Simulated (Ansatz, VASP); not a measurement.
**One calculation of Al, two programs**

INCAR

```
PREC = Accurate ; ENCUT = 600
EDIFF = 1E-6 ; ISMEAR = 0
SIGMA = 0.1 ; LREAL = False
LASPH = True ; NELM = 60
ALGO = Normal ; ISIF = 3
LWAVE = False ; LCHARG = False
GGA = PE ; IBRION = 2
NSW = 90 ; EDIFFG = -0.04
```

KPOINTS

```
Automatic mesh
0
Gamma
  6 6 6
```

Contents of POSCAR:

```
Al
1.0
    3.6211999100      0.0000000000      0.0000000000
   -1.8105999500      3.1360511100      0.0000000000
    0.0000000000      0.0000000000      2.7458100800
Al
2
Direct
    0.3333333300      0.6666666700      0.0000000000
    0.6666666700      0.3333333300      0.0000000000
```

Input for Ansatz:

```yaml
crystal:
  lattice:
    - [3.62119991, 0.0, 0.0]
    - [-1.81059995, 3.13605111, 0.0]
    - [0.0, 0.0, 2.74581008]
  atoms:
    - { symbol: Al, position: [0.33333333, 0.66666667, 0.0] }
    - { symbol: Al, position: [0.66666667, 0.33333333, 0.0] }
basis:
  ecutwfc: 420
kpoints:
  mp_grid: { grid: [6, 6, 6] }
hamiltonian:
  xc: pbe
scf:
  occupations: { method: gaussian, width: 0.1 }
  lower_state_search: "off"
output:
  forces: true
  stress: true
  eigenvalues: true
relax:
  adjacent_minimum: "off"
  f_tol: 0.04
  max_steps: 70
  cell: { stress_tol: 0.4 }
```

Alike in both runs: task relaxation of cell and atoms; functional PBE; k mesh 6 × 6 × 6; occupations gaussian, width 0.1 eV; no spin polarisation.

|  | VASP | Ansatz |
| --- | --- | --- |
| version | VASP 6.6.1 | Ansatz 0.2.0 |
| potentials or method | VASP PAW PBE potentials, release 64 (Al) | scalar-relativistic, plane waves, PAW |
| plane-wave cutoff (eV) | 600 | 420 |
| valence electrons in the cell | 6 | 6 |

```tsv
	VASP	Ansatz	Ansatz less VASP
gap on the k mesh at the Fermi level, each at its own relaxed structure (eV)	none	none	-
relaxed volume (Å³/atom)	24.61	24.61	+0.010
relaxed cell length with the largest relative difference (Å)	2.718	2.715	-0.0031
energy change over the relaxation (meV/atom)	-1753	-1751	+1.7
```

A gap of «none» marks a metal or a gap that the smearing closes.

Caveats: the k mesh is coarse (spacing up to 0.38 Å⁻¹), so the values aren't converged; the volume moved by over 15 % at a fixed basis, so the end points are rough (VASP).
